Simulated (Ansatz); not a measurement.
## Nudged elastic band run: Si12O23, charge -2

Input:

```yaml
crystal:
  lattice:
    - [-2.302, 3.987181, 5.207]
    - [4.604, 0.0, 5.207]
    - [4.604, 7.974362, 0.0]
  atoms:
    - { symbol: Si, position: [0.13445165, 0.66202037, 0.90912524] }
    - { symbol: Si, position: [0.33408406, 0.83803036, 0.05427056] }
    - { symbol: Si, position: [0.23949994, 0.24447317, 0.16591716] }
    - { symbol: O, position: [0.24043523, 0.4426909, 1.01738487] }
    - { symbol: O, position: [0.22698048, 0.05920061, 0.10607541] }
    - { symbol: O, position: [0.77755088, 0.31148019, 0.17792198] }
    - { symbol: O, position: [0.44859698, 0.18472513, 0.22488542] }
    - { symbol: O, position: [0.05119341, 0.2942876, 0.31649148] }
    - { symbol: O, position: [0.75251657, 0.1648907, 0.96334327] }
    - { symbol: Si, position: [0.19135852, 0.65518101, 0.39812458] }
    - { symbol: Si, position: [0.24819099, 0.8749189, 0.58530039] }
    - { symbol: Si, position: [0.2717332, 0.27083527, 0.66340018] }
    - { symbol: O, position: [0.31697806, 0.44818032, 0.5008855] }
    - { symbol: O, position: [0.23081946, 0.10168707, 0.60628761] }
    - { symbol: O, position: [0.78706685, 0.2966808, 0.666926] }
    - { symbol: O, position: [0.45999702, 0.18641847, 0.74649436] }
    - { symbol: O, position: [0.05402197, 0.35735408, 0.78883914] }
    - { symbol: O, position: [0.71658346, 0.14163521, 0.48109094] }
    - { symbol: Si, position: [0.69729782, 0.13920308, 0.15040293] }
    - { symbol: Si, position: [0.80212501, 0.3245285, 0.34322729] }
    - { symbol: Si, position: [0.72942084, 0.74131619, 0.40712712] }
    - { symbol: O, position: [0.79980488, 0.90440801, 0.23700207] }
    - { symbol: O, position: [0.68807527, 0.56163273, 0.3551784] }
    - { symbol: O, position: [0.24912104, 0.85197689, 0.41070804] }
    - { symbol: O, position: [0.94469643, 0.65593386, 0.46696682] }
    - { symbol: O, position: [0.52810044, 0.82522634, 0.53200474] }
    - { symbol: O, position: [0.28023508, 0.65064939, 0.2135148] }
    - { symbol: Si, position: [0.73139161, 0.07391648, 0.67302788] }
    - { symbol: Si, position: [0.81529032, 0.35430555, 0.80974156] }
    - { symbol: Si, position: [0.67855748, 0.78301162, 0.88557358] }
    - { symbol: O, position: [0.97698741, 0.91842543, 0.64722992] }
    - { symbol: O, position: [0.66387748, 0.57614899, 0.84216319] }
    - { symbol: O, position: [0.1840479, 0.85055299, 0.94653256] }
    - { symbol: O, position: [0.88200781, 0.6924195, 0.96649241] }
    - { symbol: O, position: [0.26866406, 0.65553828, 0.73177059] }
total_charge: -2
basis:
  ecutwfc: 500.0
kpoints:
  mp_grid: { grid: [2, 2, 2] }
hamiltonian:
  xc: r2scan
  dispersion: d3bj
  pseudopotentials: { kind: paw, azcp: { folder: soft_1 } }
scf:
  occupations: { method: fermi_dirac, width: 0.05 }
  lower_state_search: "off"
neb:
  images: 4
  f_tol: 0.05
  max_iterations: 11
  order_check: false
  climbing: immediate
  final_atoms:
    - { symbol: Si, position: [0.19231165, 0.61755554, 0.91909961] }
    - { symbol: Si, position: [0.25578738, 0.93290982, 0.05612888] }
    - { symbol: Si, position: [0.2893934, 0.20149785, 0.18083893] }
    - { symbol: O, position: [0.29667175, 0.38333346, 1.00295924] }
    - { symbol: O, position: [0.53144792, -0.12167221, 0.01498797] }
    - { symbol: O, position: [0.83764744, 0.30989374, 0.15842953] }
    - { symbol: O, position: [0.48029728, 0.25635868, 0.22505268] }
    - { symbol: O, position: [0.08197739, 0.34765712, 0.29979472] }
    - { symbol: O, position: [0.76349178, 0.16252598, 0.96183878] }
    - { symbol: Si, position: [0.1805728, 0.64705075, 0.39313461] }
    - { symbol: Si, position: [0.29198789, 0.83839382, 0.58896666] }
    - { symbol: Si, position: [0.24467347, 0.25113839, 0.64319261] }
    - { symbol: O, position: [0.30780002, 0.41968209, 0.48099104] }
    - { symbol: O, position: [0.17208833, 0.07041342, 0.617815] }
    - { symbol: O, position: [0.73134324, 0.33773528, 0.67682546] }
    - { symbol: O, position: [0.44774877, 0.15150994, 0.71362983] }
    - { symbol: O, position: [0.04747877, 0.35978176, 0.76455829] }
    - { symbol: O, position: [0.77394053, 0.15459104, 0.4604222] }
    - { symbol: Si, position: [0.71959865, 0.15518467, 0.1464649] }
    - { symbol: Si, position: [0.84776727, 0.34688853, 0.31706417] }
    - { symbol: Si, position: [0.734659, 0.74347501, 0.40030123] }
    - { symbol: O, position: [0.79032981, 0.91395094, 0.23931059] }
    - { symbol: O, position: [0.68396964, 0.56384271, 0.35534717] }
    - { symbol: O, position: [0.21627851, 0.82562811, 0.44895623] }
    - { symbol: O, position: [0.93322799, 0.65251984, 0.47637602] }
    - { symbol: O, position: [0.53962357, 0.83293563, 0.53384243] }
    - { symbol: O, position: [0.24075433, 0.70450424, 0.20744025] }
    - { symbol: Si, position: [0.69408881, 0.13755763, 0.64767814] }
    - { symbol: Si, position: [0.80381114, 0.36157718, 0.81762739] }
    - { symbol: Si, position: [0.73455867, 0.7598391, 0.90881035] }
    - { symbol: O, position: [0.81708787, 0.91364811, 0.73665407] }
    - { symbol: O, position: [0.68026007, 0.57799557, 0.8665574] }
    - { symbol: O, position: [0.27328249, 0.80490248, 0.91664308] }
    - { symbol: O, position: [0.93571998, 0.6672211, 0.98430503] }
    - { symbol: O, position: [0.25293897, 0.63458955, 0.72809689] }
```

Run as:

```bash
$ ansatz run input.yaml --threads 4 --pin off --max-ram 10240MiB --backend cpu --events-out ev --progress --plain --runs-dir out
```

Output, in part (warnings, iteration lines):

```
NEB end point (image 0): max|allowed force component| = 2.489e-2 eV/Å (the criterion of neb.relax_end_points is 1.000e-2)
NEB end point (image 5): max|allowed force component| = 2.923e-2 eV/Å (the criterion of neb.relax_end_points is 1.000e-2)
NEB iter   1: max|band force component| = 1.318e2 eV/Å  barrier→ = 30.9354 eV  barrier← = 29.7529 eV  CI = image 2  Δτ_max = 0.1998 Å  (64 SCF iters)
NEB iter   2: max|band force component| = 3.980e1 eV/Å  barrier→ = 11.7568 eV  barrier← = 10.5744 eV  CI = image 2  Δτ_max = 0.1979 Å  (39 SCF iters)
NEB iter   3: max|band force component| = 2.691e1 eV/Å  barrier→ = 9.4970 eV  barrier← = 8.3146 eV  CI = image 2  Δτ_max = 0.1961 Å  (36 SCF iters)
NEB iter   4: max|band force component| = 1.656e1 eV/Å  barrier→ = 6.9455 eV  barrier← = 5.7630 eV  CI = image 2  Δτ_max = 0.1897 Å  (35 SCF iters)
NEB iter   5: max|band force component| = 9.303e0 eV/Å  barrier→ = 5.8846 eV  barrier← = 4.7022 eV  CI = image 2  Δτ_max = 0.1895 Å  (36 SCF iters)
NEB iter   6: max|band force component| = 3.102e0 eV/Å  barrier→ = 4.8378 eV  barrier← = 3.6554 eV  CI = image 2  Δτ_max = 0.2000 Å  (36 SCF iters)
NEB iter   7: max|band force component| = 1.645e0 eV/Å  barrier→ = 4.0925 eV  barrier← = 2.9101 eV  CI = image 2  Δτ_max = 0.2000 Å  (39 SCF iters)
NEB iter   8: max|band force component| = 2.105e0 eV/Å  barrier→ = 3.1057 eV  barrier← = 1.9233 eV  CI = image 2  Δτ_max = 0.1032 Å  (34 SCF iters)
NEB iter   9: max|band force component| = 1.306e0 eV/Å  barrier→ = 2.7701 eV  barrier← = 1.5876 eV  CI = image 3  Δτ_max = 0.1041 Å  (32 SCF iters)
NEB iter  10: max|band force component| = 2.017e0 eV/Å  barrier→ = 3.0803 eV  barrier← = 1.8978 eV  CI = image 3  Δτ_max = 0.0975 Å  (33 SCF iters)
NEB iter  11: max|band force component| = 1.095e0 eV/Å  barrier→ = 2.7672 eV  barrier← = 1.5848 eV  CI = image 3  Δτ_max = 0.2000 Å  (32 SCF iters)
Error: NEB band did not converge after 11 iterations: max|band force component| = 1.09e0 eV/Å (threshold 5.0e-2); raise `neb.max_iterations` in a new run, which can start from the last band evaluated (`neb.initial_path`, with `crystal.atoms` and `neb.final_atoms` set to its first and last images), …
```

It did not converge within its limit. The band didn't meet its force threshold, so its energies are provisional: the largest band force was still 1.09 eV/Å, and over the last iterations the top moved between 2.77 and 3.08 eV. Limits of this set-up: coarse k mesh, no spin, though dangling bonds at a vacancy may carry it, a small cell, in which the defect meets its images, a typed lattice constant that wasn't relaxed here, charged cell in a uniform background, uncorrected.

Final band (atoms are numbered from 1 in the order of the input):

```csv
image,path coordinate (Å),energy (eV),Si2–Si30 (Å),Si3–O5 (Å),Si11–O31 (Å)
0,0.00,0.00,2.37,1.60,1.73
1,1.39,1.56,2.32,1.59,2.15
2,2.78,2.16,2.34,1.77,3.20
3,4.17,2.77,3.40,1.81,2.53
4,5.35,2.57,3.19,2.63,2.94
5,6.53,1.18,3.12,2.86,3.06
```

Run time: 12 min on 4 threads of Intel(R) Xeon(R) Platinum 8488C (Sapphire Rapids), with other jobs on the host, peak memory 5.5 GiB.
